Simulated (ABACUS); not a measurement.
# MgO (Fm-3m) in ABACUS: settings compared, part 3 of 3

ABACUS 3.10.1. Earlier steps stand in the parts before.

### Step 6. Equation of state, BLYP, 8.67 Å³/atom (volume scaled by 0.94)

Input file run_abacus.py:

```python
"""ABACUS run from a structure file: ASE reads it, the script writes STRU, KPT and INPUT."""
import re
import subprocess
from ase.io import read
from ase.units import Bohr

atoms = read("MgO.xyz")
atoms = atoms[(-atoms.numbers).argsort(kind="stable")]  # ABACUS lists atoms element by element
pseudo = {'Mg': '12_Mg_10_1.9_2.0_pbe_v1.0.upf', 'O': '08_O_6_1.2_1.4_pbe_n_v1.0.upf'}
orbital = {'Mg': 'Mg_confined-atom_8au_3s2p1d.orb', 'O': 'O_confined-atom_6au_2s2p1d.orb'}
magmoms = None
kmesh = [10, 10, 10]
params = {
    'suffix': 'MgO',
    'calculation': 'scf',
    'basis_type': 'lcao',
    'pseudo_dir': './',
    'orbital_dir': './',
    'symmetry': 1,
    'dft_functional': 'GGA_X_B88+GGA_C_LYP',
    'ecutwfc': 100,
    'pseudo_rcut': 10,
    'nspin': 1,
    'nbands': 12,
    'ks_solver': 'scalapack_gvx',
    'smearing_method': 'fd',
    'smearing_sigma': 0.00367493,
    'scf_thr': 1e-07,
    'scf_nmax': 100,
    'mixing_type': 'broyden',
    'mixing_beta': 0.7,
    'cal_force': 1,
    'cal_stress': 1,
    'out_mul': 1,
}

symbols = atoms.get_chemical_symbols()
elements = list(dict.fromkeys(symbols))
lines = ["ATOMIC_SPECIES"] + [f"{e} {atoms.get_masses()[symbols.index(e)]:.4f} {pseudo[e]}" for e in elements]
if orbital:
    lines += ["", "NUMERICAL_ORBITAL"] + [orbital[e] for e in elements]
lines += ["", "LATTICE_CONSTANT", f"{1 / Bohr:.10f}", "", "LATTICE_VECTORS"]
lines += [" ".join(f"{x:.10f}" for x in v) for v in atoms.cell]
lines += ["", "ATOMIC_POSITIONS", "Direct"]
for e in elements:
    lines += ["", e, "0.0", str(symbols.count(e))]
    for i, p in enumerate(atoms.get_scaled_positions(wrap=False)):
        if symbols[i] == e:
            mag = "" if magmoms is None else " mag " + " ".join(str(x) for x in (magmoms[i] if isinstance(magmoms[i], list) else [magmoms[i]]))
            lines.append(" ".join(f"{x:.10f}" for x in p) + " 1 1 1" + mag)
open("STRU", "w").write("\n".join(lines) + "\n")
open("KPT", "w").write("K_POINTS\n0\nGamma\n%d %d %d 0 0 0\n" % tuple(kmesh))
open("INPUT", "w").write("INPUT_PARAMETERS\n" + "".join(f"{k:<20s}{v}\n" for k, v in params.items()))

done = subprocess.run(['mpirun', '-np', '4', 'abacus'])
if done.returncode:
    raise SystemExit(done.returncode)
log = open("OUT.MgO/running_scf.log").read()
print("final energy (eV):", re.findall(r"FINAL_ETOT_IS (\S+)", log))
```

Input file MgO.xyz:

```xyz
2
Lattice="0.0000000000 2.0541934342 2.0541934342 2.0541934342 0.0000000000 2.0541934342 2.0541934342 2.0541934342 0.0000000000" Properties=species:S:1:pos:R:3 pbc="T T T"
Mg     0.0000000000      0.0000000000      0.0000000000
O      2.0541934342      2.0541934342      2.0541934342
```

Potentials or basis: SPMS ONCV 1.0 PBE, DZP LCAO (the cutoffs set its grid).

The run is started by

```console
OMP_NUM_THREADS=1 python run_abacus.py > log
```

running log:

```text
ABACUS v3.10.1

               Atomic-orbital Based Ab-initio Computation at UStc

 ------------------------------------------------------------------------------------

 READING GENERAL INFORMATION
                           global_out_dir = OUT.MgO/
                           global_in_card = INPUT
                               pseudo_dir = ./
                              orbital_dir = ./
                                    DSIZE = 4
                                    GSIZE = 1

 READING UNITCELL INFORMATION
                                    ntype = 2
                  lattice constant (Bohr) = 1.88973
              lattice constant (Angstrom) = 1

 READING ATOM TYPE 1
                               atom label = Mg
                      L=0, number of zeta = 3
                      L=1, number of zeta = 2
                      L=2, number of zeta = 1
             number of atom for this type = 1

 READING ATOM TYPE 2
                               atom label = O
                      L=0, number of zeta = 2
                      L=1, number of zeta = 2
                      L=2, number of zeta = 1
             number of atom for this type = 1

                        TOTAL ATOM NUMBER = 2
DIRECT COORDINATES
    atom                   x                   y                   z     mag                  vx                  vy                  vz
[... 350 lines left out ...]
 charge density convergence is achieved
 final etot is -1975.9328456 eV
 EFERMI = 12.939177671 eV

 STATE ENERGY(eV) AND OCCUPATIONS    NSPIN == 1
 1/47 kpoint (Cartesian) = 0.0000 0.0000 0.0000 (498 pws)
       1       -62.6395     0.00200000
       2       -29.3914     0.00200000
       3       -29.3914     0.00200000
       4       -29.3914     0.00200000
       5       -7.69520     0.00200000
       6        9.91521     0.00200000
       7        9.91521     0.00200000
       8        9.91521     0.00200000
       9        15.6177    1.08576e-26
      10        28.5082        0.00000
      11        28.5082        0.00000
      12        28.5082        0.00000
[... 57 lines left out ...]
 6/47 kpoint (Cartesian) = 0.12170 0.12170 0.12170 (478 pws)
       1       -62.6273     0.00800000
       2       -29.5041     0.00800000
       3       -29.4026     0.00800000
       4       -29.4026     0.00800000
       5       -6.15933     0.00800000
       6        4.98107     0.00800000
       7        9.16536     0.00800000
       8        9.16536     0.00800000
       9        18.6225    3.45516e-52
      10        23.7105        0.00000
      11        27.0926        0.00000
      12        27.0926        0.00000

[... levels at 41 further k points ...]

 correction force for each atom along direction 1 is 4.48568e-14
 correction force for each atom along direction 2 is 1.88773e-14
 correction force for each atom along direction 3 is 7.66049e-15
------------------------------------------------------------------------------------------
 TOTAL-FORCE (eV/Angstrom)
------------------------------------------------------------------------------------------
                       Mg1         0.0000000000         0.0000000000         0.0000000000
                        O1         0.0000000000         0.0000000000         0.0000000000
------------------------------------------------------------------------------------------

----------------------------------------------------------------
 TOTAL-STRESS (KBAR)
----------------------------------------------------------------
       229.9328796383         0.0000000000         0.0000000000
         0.0000000000       229.9328796383        -0.0000000000
         0.0000000000        -0.0000000000       229.9328796383
----------------------------------------------------------------
 TOTAL-PRESSURE: 229.932880 KBAR

 --------------------------------------------
 !FINAL_ETOT_IS -1975.9328455798899995 eV
 --------------------------------------------
```

INPUT:

```text
INPUT_PARAMETERS
suffix              MgO
calculation         scf
basis_type          lcao
pseudo_dir          ./
orbital_dir         ./
symmetry            1
dft_functional      GGA_X_B88+GGA_C_LYP
ecutwfc             100
pseudo_rcut         10
nspin               1
nbands              12
ks_solver           scalapack_gvx
smearing_method     fd
smearing_sigma      0.00367493
scf_thr             1e-07
scf_nmax            100
mixing_type         broyden
mixing_beta         0.7
cal_force           1
cal_stress          1
out_mul             1
```

It took 5.7 s on 4 MPI ranks of Intel Xeon Platinum 8488C (Sapphire Rapids), shared host; peak memory 0.36 GiB.

Results:

* Free energy: -1975.9328 eV
* Pressure: 23.0 GPa
* Band gap on the k mesh: 5.70 eV, direct
* Mulliken charges: Mg +1.14; O -1.14 e

Caveat: the atomic orbitals were generated for these runs and aren't a published set; Mulliken charges move with the basis; the potentials were made for another functional, which shifts forces and pressure; the basis of atomic orbitals isn't converged, which shifts pressures, moduli and gaps.

### Step 7. Equation of state, BLYP, 9.04 Å³/atom (volume scaled by 0.98)

run_abacus.py is that of step 6.

Input file MgO.xyz:

```xyz
2
Lattice="0.0000000000 2.0829271338 2.0829271338 2.0829271338 0.0000000000 2.0829271338 2.0829271338 2.0829271338 0.0000000000" Properties=species:S:1:pos:R:3 pbc="T T T"
Mg     0.0000000000      0.0000000000      0.0000000000
O      2.0829271338      2.0829271338      2.0829271338
```

The run is started by

```console
OMP_NUM_THREADS=1 python run_abacus.py > log
```

Run time: 5.5 s. Hardware: 4 MPI ranks of Intel Xeon Platinum 8488C (Sapphire Rapids), shared host; peak memory 0.36 GiB.

It converged, with:

* Free energy: -1976.0171 eV
* Pressure: 13.9 GPa
* Band gap on the k mesh: 5.25 eV, direct
* Mulliken charges: Mg +1.14; O -1.14 e

Caveat: the atomic orbitals were generated for these runs and aren't a published set; Mulliken charges move with the basis; the potentials were made for another functional, which shifts forces and pressure; the basis of atomic orbitals isn't converged, which shifts pressures, moduli and gaps.

### Step 8. Equation of state, BLYP, 9.41 Å³/atom (volume scaled by 1.02)

run_abacus.py is that of step 7.

Input file MgO.xyz:

```xyz
2
Lattice="0.0000000000 2.1108892239 2.1108892239 2.1108892239 0.0000000000 2.1108892239 2.1108892239 2.1108892239 0.0000000000" Properties=species:S:1:pos:R:3 pbc="T T T"
Mg     0.0000000000      0.0000000000      0.0000000000
O      2.1108892239      2.1108892239      2.1108892239
```

The run is started by

```console
OMP_NUM_THREADS=1 python run_abacus.py > log
```

Run time: 5.2 s. Hardware: 4 MPI ranks of Intel Xeon Platinum 8488C (Sapphire Rapids), shared host; peak memory 0.36 GiB.

It converged, with:

| Quantity | Value |
| --- | --- |
| Free energy | -1976.0634 eV |
| Pressure | 6.4 GPa |
| Band gap on the k mesh | 4.84 eV, direct |
| Mulliken charges | Mg +1.13; O -1.13 e |

Caveat: the atomic orbitals were generated for these runs and aren't a published set; Mulliken charges move with the basis; the potentials were made for another functional, which shifts forces and pressure; the basis of atomic orbitals isn't converged, which shifts pressures, moduli and gaps.

### Step 9. Equation of state, BLYP, 9.77 Å³/atom (volume scaled by 1.06)

run_abacus.py is that of step 8.

Input file MgO.xyz:

```xyz
2
Lattice="0.0000000000 2.1381295086 2.1381295086 2.1381295086 0.0000000000 2.1381295086 2.1381295086 2.1381295086 0.0000000000" Properties=species:S:1:pos:R:3 pbc="T T T"
Mg     0.0000000000      0.0000000000      0.0000000000
O      2.1381295086      2.1381295086      2.1381295086
```

Potentials or basis: SPMS ONCV 1.0 PBE, DZP LCAO (the cutoffs set its grid).

The run is started by

```console
OMP_NUM_THREADS=1 python run_abacus.py > log
```

Wall time 6.7 s (4 MPI ranks of Intel Xeon Platinum 8488C (Sapphire Rapids), shared host); peak memory 0.36 GiB.

It converged, with:

```
Free energy            : -1976.0784 eV
Pressure               : 0.3 GPa
Band gap on the k mesh : 4.47 eV, direct
Mulliken charges       : Mg +1.13; O -1.13 e
```

Caveat: the atomic orbitals were generated for these runs and aren't a published set; Mulliken charges move with the basis; the potentials were made for another functional, which shifts forces and pressure; the basis of atomic orbitals isn't converged, which shifts pressures, moduli and gaps.

### Step 10. Equation of state, BLYP

No new run: the results of the series are fitted here.

Results:

- Equilibrium volume: 9.79 Å³/atom (rough: see the caveat)
- Bulk modulus: 147 GPa (rough)

Energy against volume, from the lowest point:
| volume (Å³/atom) | energy (meV/atom) |
| --- | --- |
| 8.668 | 72.78 |
| 9.037 | 30.67 |
| 9.406 | 7.51 |
| 9.775 | 0.00 |

Caveat: the atomic orbitals were generated for these runs and aren't a published set; the minimum lies outside the volumes run; the potentials were made for another functional, which shifts forces and pressure; the basis of atomic orbitals isn't converged, which shifts pressures, moduli and gaps.

### Step 11. Against experiment

Step 2. A measured gap of MgO is 7.83 eV (quoted in “Electronic structure of alkaline earth and post-transition metal oxides”, 2009, arxiv:0908.1581); the calculated 4.73 eV misses it by -3.10 eV. The value is that of PBEsol, without temperature or zero-point motion. Semilocal functionals fall short of measured gaps as a rule. The cell is a database's relaxed one, not the measured one, which moves gaps too.

Step 3. Measured gap of MgO: 7.83 eV (quoted in “Electronic structure of alkaline earth and post-transition metal oxides”, 2009, arxiv:0908.1581). This calculation gives 5.66 eV (-2.17 eV). The value is that of SCAN, without temperature or zero-point motion. The cell is a database's relaxed one, not the measured one, which moves gaps too.

Step 4. Measured gap of MgO: 7.83 eV (quoted in “Electronic structure of alkaline earth and post-transition metal oxides”, 2009, arxiv:0908.1581). This calculation gives 4.86 eV (-2.97 eV). The value is that of PBE in an atomic basis (PseudoDojo NC SR 0.4.1 PBE standard, DZP LCAO (the cutoffs set its grid)), whose error adds to the functional's,, without temperature or zero-point motion. Semilocal functionals fall short of measured gaps as a rule. The cell is a database's relaxed one, not the measured one, which moves gaps too.

Step 5. Measured gap of MgO: 7.83 eV (quoted in “Electronic structure of alkaline earth and post-transition metal oxides”, 2009, arxiv:0908.1581). This calculation gives 5.04 eV (-2.79 eV). The value is that of BLYP in an atomic basis (SPMS ONCV 1.0 PBE, DZP LCAO (the cutoffs set its grid)), whose error adds to the functional's,, without temperature or zero-point motion. Semilocal functionals fall short of measured gaps as a rule. The cell is a database's relaxed one, not the measured one, which moves gaps too.
